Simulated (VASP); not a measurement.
# Sn (P-1) in VASP: convergence with empty bands

Aim: find how far empty bands must go before the results for Sn settle, at PBE. This setting moves, with any that are tied to it; all else stays.

All numbers are computed with VASP 6.6.1; they aren't measurements. Logs are shortened: lines on timing, memory, paths and dates and some standing lists are left out, and cuts for length are marked.

### 1 The cell of the first run

The typed cell holds 2 atoms: a = 4.455 Å, b = 4.455 Å, c = 4.455 Å, α = 97.40°, β = 97.40°, γ = 137.92°.

The cell isn't the ideal one: atoms moved at random, drawn with an rms of 0.02 Å.

### 2 With empty bands 1

INCAR

```
PREC = Accurate
ENCUT = 520
EDIFF = 1E-6
ISMEAR = 1
SIGMA = 0.1
LREAL = F
LASPH = T
NELM = 60
ALGO = Normal
ISIF = 2
LWAVE = F
LCHARG = F
GGA = PE
NBANDS = 15
```

KPOINTS

```
Automatic mesh
0
Gamma
  7 7 7
```

POSCAR

```
Sn
1.0
   -2.9401404553      2.9401404553      1.5993019889
    2.9401404553     -2.9401404553      1.5993019889
    2.9401404553      2.9401404553     -1.5993019889
Sn
2
Direct
   -0.0058270000     -0.0037240000      0.0050460000
    0.7464290000      0.2508350000      0.4976150000
```

Potentials or basis: VASP PAW PBE potentials, release 64 (Sn_d).

Command:

```sh
> cat potpaw_PBE.64/Sn_d/POTCAR > POTCAR
> mpirun -np 1 vasp_std > vasp.out
```

Run time: 1.7 min. Hardware: 1 thread of Intel Xeon Platinum 8488C (Sapphire Rapids), shared host; peak memory 0.28 GiB.

Results:

| Item | Value |
| --- | --- |
| Free energy | -7.6298 eV |
| Pressure | 1.2 GPa |
| Largest force | 0.101 eV/Å |

### 3 With empty bands 2

INCAR: that of step 2 with these lines changed.

```diff
@@ -13,2 +13,2 @@
 GGA = PE
-NBANDS = 15
+NBANDS = 16
```

KPOINTS is that of step 2.

POSCAR is that of step 2.

Potentials or basis: VASP PAW PBE potentials, release 64 (Sn_d).

Command:

```sh
> cat potpaw_PBE.64/Sn_d/POTCAR > POTCAR
> mpirun -np 1 vasp_std > vasp.out
```

Run time: 1.9 min. Hardware: 1 thread of Intel Xeon Platinum 8488C (Sapphire Rapids), shared host; peak memory 0.28 GiB.

Results:

```
Free energy            : -7.6298 eV
Pressure               : 1.2 GPa
Largest force          : 0.101 eV/Å
Band gap on the k mesh : none (metal or under the smearing width)
```

### 4 With empty bands 3

INCAR: that of step 3 with these lines changed.

```diff
@@ -13,2 +13,2 @@
 GGA = PE
-NBANDS = 16
+NBANDS = 17
```

KPOINTS is that of step 3.

POSCAR is that of step 3.

Command:

```sh
> cat potpaw_PBE.64/Sn_d/POTCAR > POTCAR
> mpirun -np 1 vasp_std > vasp.out
```

It took 1.9 min on 1 thread of Intel Xeon Platinum 8488C (Sapphire Rapids), shared host; peak memory 0.29 GiB.

What came out:

| Property | Result |
| --- | --- |
| Free energy | -7.6298 eV |
| Pressure | 1.2 GPa |
| Largest force | 0.101 eV/Å |
| Band gap on the k mesh | none (metal or under the smearing width) |

### 5 With empty bands 4

INCAR: that of step 4 with these lines changed.

```diff
@@ -13,2 +13,2 @@
 GGA = PE
-NBANDS = 17
+NBANDS = 18
```

KPOINTS is that of step 4.

POSCAR is that of step 4.

Command:

```sh
> cat potpaw_PBE.64/Sn_d/POTCAR > POTCAR
> mpirun -np 1 vasp_std > vasp.out
```

It took 1.9 min on 1 thread of Intel Xeon Platinum 8488C (Sapphire Rapids), shared host; peak memory 0.29 GiB.

Results:

- Free energy: -7.6298 eV
- Pressure: 1.2 GPa
- Largest force: 0.101 eV/Å
- Band gap on the k mesh: none (metal or under the smearing width)

### 6 With empty bands 6

INCAR: that of step 5 with these lines changed.

```diff
@@ -13,2 +13,2 @@
 GGA = PE
-NBANDS = 18
+NBANDS = 20
```

KPOINTS is that of step 5.

POSCAR is that of step 5.

Potentials or basis: VASP PAW PBE potentials, release 64 (Sn_d).

Command:

```sh
> cat potpaw_PBE.64/Sn_d/POTCAR > POTCAR
> mpirun -np 1 vasp_std > vasp.out
```

It took 1.8 min on 1 thread of Intel Xeon Platinum 8488C (Sapphire Rapids), shared host; peak memory 0.3 GiB.

What came out:

| Quantity | Value |
| --- | --- |
| Free energy | -7.6298 eV |
| Pressure | 1.2 GPa |
| Largest force | 0.101 eV/Å |
| Band gap on the k mesh | none (metal or under the smearing width) |

### 7 With empty bands 10

INCAR: that of step 6 with these lines changed.

```diff
@@ -13,2 +13,2 @@
 GGA = PE
-NBANDS = 20
+NBANDS = 24
```

KPOINTS is that of step 6.

POSCAR is that of step 6.

Command:

```sh
> cat potpaw_PBE.64/Sn_d/POTCAR > POTCAR
> mpirun -np 1 vasp_std > vasp.out
```

Wall time 2.6 min (1 thread of Intel Xeon Platinum 8488C (Sapphire Rapids), shared host); peak memory 0.31 GiB.

Results:

* Free energy: -7.6298 eV
* Pressure: 1.2 GPa
* Largest force: 0.101 eV/Å
* Band gap on the k mesh: none (metal or under the smearing width)

### 8 With empty bands 16

INCAR: that of step 7 with these lines changed.

```diff
@@ -13,2 +13,2 @@
 GGA = PE
-NBANDS = 24
+NBANDS = 30
```

KPOINTS is that of step 7.

POSCAR is that of step 7.

Potentials or basis: VASP PAW PBE potentials, release 64 (Sn_d).

Command:

```sh
> cat potpaw_PBE.64/Sn_d/POTCAR > POTCAR
> mpirun -np 1 vasp_std > vasp.out
```

OUTCAR:

```text
PREC = Accurate
   ENCUT = 520
   EDIFF = 1E-6
   ISMEAR = 1
   LREAL = F
   LASPH = T
   NELM = 60
   ISIF = 2
   GGA = PE

 ion  position               nearest neighbor table
   1  0.994  0.996  0.005-   2 3.03   2 3.03   2 3.06   2 3.08   2 3.76
   2  0.746  0.251  0.498-   1 3.03   1 3.03   1 3.06   1 3.08   1 3.76

  LATTYP: Found a body centered tetragonal cell.
 ALAT       =     5.8802809106
 C/A-ratio  =     0.5439542815

  Lattice vectors:

 A1 = (  -2.9401404553,   2.9401404553,   1.5993019889)
 A2 = (   2.9401404553,  -2.9401404553,   1.5993019889)
 A3 = (   2.9401404553,   2.9401404553,  -1.5993019889)

Analysis of symmetry for initial positions (statically):
=====================================================================
 Subroutine PRICEL returns:
 Original cell was already a primitive cell.

 Routine SETGRP: Setting up the symmetry group for a
 body centered tetragonal supercell.

 Subroutine GETGRP returns: Found  2 space group operations
 (whereof  1 operations were pure point group operations)
 out of a pool of 16 trial point group operations.

The static configuration has the point symmetry C_1 .
 The point group associated with its full space group is S_2 .

Analysis of symmetry for dynamics (positions and initial velocities):
=====================================================================
 Subroutine PRICEL returns:
 Original cell was already a primitive cell.

 Routine SETGRP: Setting up the symmetry group for a
 body centered tetragonal supercell.

 Subroutine GETGRP returns: Found  2 space group operations
 (whereof  1 operations were pure point group operations)
 out of a pool of 16 trial point group operations.

The dynamic configuration has the point symmetry C_1 .
 The point group associated with its full space group is S_2 .

 Subroutine INISYM returns: Found  2 space group operations
 (whereof  1 operations are pure point group operations),
 and found     1 'primitive' translations

----------------------------------------------------------------------------------------

                                     Primitive cell

  volume of cell :      55.3002

  direct lattice vectors                    reciprocal lattice vectors
    -2.940140455  2.940140455  1.599301989     0.000000000  0.170059903  0.312636390
     2.940140455 -2.940140455  1.599301989     0.170059903  0.000000000  0.312636390
     2.940140455  2.940140455 -1.599301989     0.170059903  0.170059903  0.000000000

  length of vectors
     4.454954393  4.454954393  4.454954393     0.355895888  0.355895888  0.240501021

  position of ions in fractional coordinates (direct lattice)
     0.994173000  0.996276000  0.005046000
     0.746429000  0.250835000  0.497615000

  ion indices of the primitive-cell ions
   primitive index   ion index
                 1           1
                 2           2

----------------------------------------------------------------------------------------

 KPOINTS: Automatic mesh

Automatic generation of k-mesh.
 Grid dimensions read from file:
 generate k-points for:    7    7    7

 Generating k-lattice:

  Cartesian coordinates                     Fractional coordinates (reciprocal lattice)
     0.000000000  0.024294272  0.044662341     0.142857143 -0.000000000  0.000000000
     0.024294272  0.000000000  0.044662341    -0.000000000  0.142857143  0.000000000
     0.024294272  0.024294272  0.000000000     0.000000000  0.000000000  0.142857143

  Length of vectors
     0.050842270  0.050842270  0.034357289

  Shift w.r.t. Gamma in fractional coordinates (k-lattice)
     0.000000000  0.000000000  0.000000000

 Subroutine IBZKPT returns following result:
 ===========================================

 Found    172 irreducible k-points:

 Following reciprocal coordinates:
            Coordinates               Weight
  0.000000  0.000000  0.000000      1.000000
  0.142857 -0.000000  0.000000      2.000000
  0.142857 -0.000000 -0.142857      2.000000
 -0.000000  0.142857 -0.142857      2.000000
 -0.000000  0.142857  0.000000      2.000000
  0.285714 -0.000000  0.000000      2.000000
[... 16 lines left out ...]
  0.000000 -0.428571  0.285714      2.000000
 -0.285714 -0.142857  0.428571      2.000000
 [... further k-points ...]
   k-points           NKPTS =    172   k-points in BZ     NKDIM =    172   number of bands    NBANDS=     30
   number of dos      NEDOS =    301   number of ions     NIONS =      2
   total plane-waves  NPLWV =  46656
   dimension x,y,z NGX =    36 NGY =   36 NGZ =   36
   dimension x,y,z NGXF=    72 NGYF=   72 NGZF=   72
   ions per type =               2
   NGX,Y,Z   is equivalent  to a cutoff of  13.43, 13.43, 13.43 a.u.
   NGXF,Y,Z  is equivalent  to a cutoff of  26.87, 26.87, 26.87 a.u.
 SYSTEM =  unknown system
   PREC   = accura    normal or accurate (medium, high low for compatibility)
   ISTART =      0    job   : 0-new  1-cont  2-samecut
   ICHARG =      2    charge: 1-file 2-atom 10-const
   ISPIN  =      1    spin polarized calculation?
   LNONCOLLINEAR =      F non collinear calculations
   LSORBIT =      F    spin-orbit coupling
   LASPH  =      T    aspherical Exc in radial PAW
   ENCUT  =  520.0 eV  38.22 Ry    6.18 a.u.   8.28  8.28  8.28*2*pi/ulx,y,z
   NELM   =     60;   NELMIN=  2; NELMDL= -5     # of ELM steps
   EDIFF  = 0.1E-05   stopping-criterion for ELM
   LREAL  =      F    real-space projection
   EDIFFG = 0.1E-04   stopping-criterion for IOM
   NSW    =      0    number of steps for IOM
   IBRION =     -1    ionic relax: 0-MD 1-quasi-New 2-CG
   NFREE  =      0    steps in history (QN), initial steepest desc. (CG)
   ISIF   =      2    stress and relaxation
   ISYM   =      2    0-nonsym 1-usesym 2-fastsym
   POTIM  = 0.5000    time-step for ionic-motion
   TEBEG  =    0.0;   TEEND  =   0.0 temperature during run
   PSTRESS=    0.0 pullay stress
   NELECT =      28.0000    total number of electrons
   NUPDOWN=      -1.0000    fix difference up-down
   EMIN   =  10.00;   EMAX   =-10.00  energy-range for DOS
   EFERMI =   0.00;   METHOD = LEGACY
   ISMEAR =     1;   SIGMA  =   0.10  broadening in eV -4-tet -1-fermi 0-gaus
   EFERMI_NEDOS =   21; number of points for ismear=-14 and -15
   IALGO  =     38    algorithm
   IMIX   =      4    mixing-type and parameters
     AMIX     =   0.40;   BMIX     =  1.00
     AMIX_MAG =   1.60;   BMIX_MAG =  1.00
  volume/ion in A,a.u.               =      27.65       186.59
  Fermi-wavevector in a.u.,A,eV,Ry     =   1.304824  2.465760 23.164816  1.702566
  Thomas-Fermi vector in A             =   2.435734
   LORBIT       =      0    0 simple, 1 ext, 2 COOP (PROOUT), +10 PAW based schemes
   GGA     = PE    functional components
   LHFCALC =     F    Hartree Fock is set to
   AEXX    =    0.0000 exact exchange contribution
   IVDW    =     0    specifies the selected vdW correction
   LEPSILON=     F    determine dielectric tensor
   LRPA    =     F    only Hartree local field effects (RPA)
 non-spin polarized calculation
 Methfessel and Paxton  Order N= 1 SIGMA  =   0.10
  energy-cutoff  :      520.00
  volume of cell :       55.30
 maximum number of plane-waves:      1502
 NGX is ok and might be reduce to    36
   NGX = 17   NGY = 17   NGZ = 17

 number of electron      28.0000001 magnetization

 Free energy of the ion-electron system (eV)
  ---------------------------------------------------
  ext. energy  EPLUGINS =         0.00000000
  ---------------------------------------------------
  free energy    TOTEN  =        -7.62975272 eV

  energy without entropy =       -7.62821521  energy(sigma->0) =       -7.62924022

 E-fermi :   7.6886     XC(G=0): -10.2189

 val. band max:        7.6883477349   @ k =  -0.4286   0.0000   0.1429
 cond. band min:       7.6964501922   @ k =   0.2857   0.1429   0.0000
 fundamental gap:      0.0081024573
 Fermi energy:         7.6886498341

 k-point     1 :       0.0000    0.0000    0.0000
  band No.  band energies     occupation
      1     -13.8935      2.00000
      2     -13.8115      2.00000
      3     -13.7725      2.00000
      4     -13.7590      2.00000
      5     -13.6228      2.00000
      6     -13.6134      2.00000
[... 18 lines left out ...]
     25      19.0792      0.00000
     26      19.1297      0.00000
[... 644 lines left out ...]
      4     -13.7016      2.00000
      5     -13.6773      2.00000
      6     -13.6666      2.00000
[... 18 lines left out ...]
     25      22.4434      0.00000
     26      24.6086      0.00000

 [... further k-points ...]

 [bands above 26 left out]

------------------------ aborting loop because EDIFF is reached ----------------------------------------

  FORCE on cell =-STRESS in cart. coord.  units (eV):
  Direction    XX          YY          ZZ          XY          YZ          ZX
  --------------------------------------------------------------------------------------
  -------------------------------------------------------------------------------------
  Total        0.4217927      0.3001208      0.4949477      0.0102045      0.0520420     -0.0278012
  in kB       12.2203331      8.6952085     14.3398067      0.2956490      1.5077808     -0.8054670
  external PRESSURE =      11.7517827 kB  Pullay stress =       0.0000000 kB

 VOLUME and BASIS-vectors are now :
 -----------------------------------------------------------------------------
  energy-cutoff  :      520.00
  volume of cell :       55.30
      direct lattice vectors                 reciprocal lattice vectors
    -2.940140455  2.940140455  1.599301989     0.000000000  0.170059903  0.312636390
     2.940140455 -2.940140455  1.599301989     0.170059903  0.000000000  0.312636390
     2.940140455  2.940140455 -1.599301989     0.170059903  0.170059903  0.000000000

 POSITION                                       TOTAL-FORCE (eV/Angst)
 -----------------------------------------------------------------------------------
      0.02102      0.00865      3.17526        -0.048352     -0.088149     -0.006582
      0.00594      2.92017      0.79909         0.048352      0.088149      0.006582
 -----------------------------------------------------------------------------------
    total drift:                                0.000020     -0.000039      0.000002

  FREE ENERGIE OF THE ION-ELECTRON SYSTEM (eV)
  ---------------------------------------------------
  free  energy   TOTEN  =        -7.6297527249 eV

  energy  without entropy=       -7.6282152119  energy(sigma->0) =       -7.62924022
```

Wall time 3.4 min (1 thread of Intel Xeon Platinum 8488C (Sapphire Rapids), shared host); peak memory 0.35 GiB.

Results:

```yaml
Free_energy: -7.6298 eV
Pressure: 1.2 GPa
Largest_force: 0.101 eV/Å
Band_gap_on_the_k_mesh: none (metal or under the smearing width)
```

### 9 Summary

```
empty bands  energy less the tightest run, at zero smearing (meV/atom)  SCF cycles  CPU time (s)  peak memory (GiB)
          1                                                       0.00          11           100               0.28
          2                                                       0.00          11           120               0.28
          3                                                       0.00          11           110               0.29
          4                                                       0.00          11           120               0.29
          6                                                       0.00          11           110                0.3
         10                                                       0.00          10           160               0.31
         16                                                       0.00          11           200               0.35
```

Against the tightest run, the energy stays within 1 meV/atom from 1 on. The tightest run that finished is the yardstick and may itself not be fully converged.
